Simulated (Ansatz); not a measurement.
Te2Mo:

```
CELL_PARAMETERS angstrom
6.34645 0.00000 0.00000
0.00000 3.49422 0.00000
-0.54903 0.00000 14.85616
ATOMIC_POSITIONS crystal
Te 0.06309 0.50000 0.40139
Te 0.93626 0.00000 0.59892
Te 0.56720 0.00000 0.36206
Te 0.43254 0.50000 0.63827
Te 0.09105 0.00000 0.13792
Te 0.90945 0.50000 0.86175
Te 0.58109 0.50000 0.09855
Te 0.41935 0.00000 0.90115
Mo 0.31969 0.00000 0.50683
Mo 0.67978 0.50000 0.49352
Mo 0.18149 0.50000 0.00653
Mo 0.81900 0.00000 0.99309
```

The cell is a database's computed one.

| Quantity | Value |
| --- | --- |
| Program | Ansatz 0.2.0 |
| Task | relaxation of cell and atoms |
| Functional | RPBE |
| Potentials or basis | Ansatz PAW |
| Cutoff | 420 eV (not typed: the program's choice for these potentials) |
| k mesh | 3 × 6 × 2 |
| Occupations | fermi-dirac, width 0.05 eV |
| Spin | no spin polarisation |

At the start: volume 27.45 Å³/atom.

Task: Where does the relaxation end?

Result: It ends after 15 steps and the volume is 34.94 Å³/atom (+27.3 %); space group P2_1/m (No. 11, to 0.05 Å).

The path:
| step | energy change (eV) | largest force (eV/Å) | volume (Å³) |
| --- | --- | --- | --- |
| 1 | 0.0000 | 0.3308 | 329.45 |
| 2 | -0.1132 | 0.0891 | 342.79 |
| 3 | -0.1651 | 0.0781 | 350.73 |
| 4 | -0.2210 | 0.0696 | 361.71 |
| 5 | -0.2590 | 0.1367 | 378.52 |
| 6 | -0.2628 | 0.0199 | 382.98 |
| 7 | -0.2631 | 0.0013 | 382.42 |
| 8 | -0.2907 | 0.0016 | 382.42 |
| 9 | -0.3033 | 0.0088 | 389.74 |
| 10 | -0.3187 | 0.0312 | 406.47 |
| 11 | -0.3210 | 0.0051 | 411.19 |
| 12 | -0.3203 | 0.0285 | 421.88 |
| 13 | -0.3214 | 0.0122 | 418.91 |
| 14 | -0.3214 | 0.0007 | 419.31 |
| 15 | -0.3284 | 0.0006 | 419.31 |

Final structure:
```
Te Mo
1.0
     6.41816    0.00000    0.02198
     0.00000    3.49853    0.00000
    -0.50377    0.00000   18.67232
Te Mo
8 4
Direct
  0.06435 0.50000 0.42051
  0.93520 0.00000 0.57954
  0.57274 0.00000 0.38916
  0.42681 0.50000 0.61089
  0.08840 0.00000 0.11084
  0.91206 0.50000 0.88912
  0.57570 0.50000 0.07949
  0.42475 0.00000 0.92046
  0.31931 0.00000 0.50494
  0.68024 0.50000 0.49511
  0.18137 0.50000 0.00489
  0.81908 0.00000 0.99506
```

Caveat: the volume moved by over 15 % at a fixed basis, so the end points are rough; the plane-wave basis is chosen anew once the cell has moved, so the energies of steps on either side of that aren't comparable; this functional lacks dispersion, which binds the layers, so the pressure and a relaxed spacing across them are unreliable, and here the layers came unbound; the PAW data sets come from PBE, with cores solved anew for the run's functional, which leaves a small shift of forces and pressure.
